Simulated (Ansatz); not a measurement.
**BaTiO3: the band gap up the ladder of functionals**

An exercise on one series of results from a longer session: the logs are not shown, and one member is left open.

Code: Ansatz 0.2.0. PAW datasets, plane waves. No spin polarisation and no zero-point or thermal motion.

### Starting point

The cell was relaxed beforehand with r2SCAN.

The symmetry is P4mm (No. 99, tetragonal); conventional cell a = 3.972 Å, c = 4.113 Å, 12.98 Å³ an atom. Near Ba stand 12 O at 2.79–2.93 Å; near Ti stand 5 O at 1.82–1.99 Å; near O stand 2 Ti at 1.99 Å and 4 Ba at 2.79–2.93 Å; near O stand 1 Ti at 1.82 Å.

Structure file:

```cif
data_structure
_symmetry_space_group_name_H-M 'P4mm'
_symmetry_Int_Tables_number 99
_cell_length_a 3.9720
_cell_length_b 3.9720
_cell_length_c 4.1130
_cell_angle_alpha 90.000
_cell_angle_beta 90.000
_cell_angle_gamma 90.000
_cell_volume 64.89
loop_
_atom_site_label
_atom_site_type_symbol
_atom_site_symmetry_multiplicity
_atom_site_Wyckoff_symbol
_atom_site_fract_x
_atom_site_fract_y
_atom_site_fract_z
_atom_site_occupancy
Ba1 Ba 1 b 0.50000 0.50000 0.58504 1
Ti1 Ti 1 a 0.00000 0.00000 0.10316 1
O1 O 2 c 0.00000 0.50000 0.06291 1
O2 O 1 a 0.00000 0.00000 0.54597 1
```

Set-up of the first run:

File input.yaml:

```yaml
crystal:
  lattice:
    - [3.9720350479, 0.0, 0.0]
    - [0.0, 3.9720350479, 0.0]
    - [0.0, 0.0, 4.113004676]
  atoms:
    - { symbol: Ba, position: [0.5, 0.5, 0.5850405723] }
    - { symbol: Ti, position: [0.0, 0.0, 0.1031610767] }
    - { symbol: O, position: [0.0, 0.5, 0.0629129848] }
    - { symbol: O, position: [0.5, 0.0, 0.0629129848] }
    - { symbol: O, position: [0.0, 0.0, 0.5459693716] }
kpoints:
  mp_grid: { grid: [6, 6, 6] }
  band_path:
    path:
      - [[0.0, 0.0, 0.0], [-1.734181349823e-117, 0.5, 1.880508920218e-68], [0.5, 0.5, -7.964184508563e-34], [0.0, 0.0, 0.0], [-1.825543756145e-50, 6.730863471395e-85, 0.5], [-1.825543756145e-50, 0.5, 0.5], [0.5, 0.5, 0.5], [-1.825543756145e-50, 6.730863471395e-85, 0.5]]
      - [[-1.734181349823e-117, 0.5, 1.880508920218e-68], [-1.825543756145e-50, 0.5, 0.5]]
      - [[0.5, 0.5, -7.964184508563e-34], [0.5, 0.5, 0.5]]
    npoints: 10
hamiltonian:
  xc: pbe
scf:
  occupations: { method: fermi_dirac, width: 0.02 }
  n_extra_bands: 5
output:
  forces: true
  stress: true
  eigenvalues: true
```

The run is started by

```
$ ansatz run input.yaml --threads 4 --pin off --max-ram 6451MiB --backend cpu --events-out ev --progress --plain --runs-dir out
```

Among the steps run: PBE bands along the symmetry lines; r2SCAN; Single point with HSE06; Single point with PBE+SOC; Single point with PBE0.

One table of the session follows, with a row left open; its other results are not shown here.

```
  level  gap (eV)
    PBE      1.87
 r2SCAN         ?
  HSE06      3.31
PBE+SOC      1.87
   PBE0      4.06
```

Q: Estimate the row for r2SCAN from the others.

The run gave: gap (eV): 2.23. In the column «gap (eV)» it lies between PBE+SOC (1.87) and HSE06 (3.31).

Meshes: PBE 6×6×6, r2SCAN 6×6×6, HSE06 4×4×4, PBE+SOC 6×6×6, PBE0 4×4×4

Against HSE06, PBE is short by 1.44 eV, at 56 % of it, and r2SCAN 67 %. PBE0 lies 0.75 eV above HSE06, which differs from it by screening the long-range exchange.

Limits of these values: Warnings in the runs' records: stress exchange threshold loose, stress scf threshold loose.
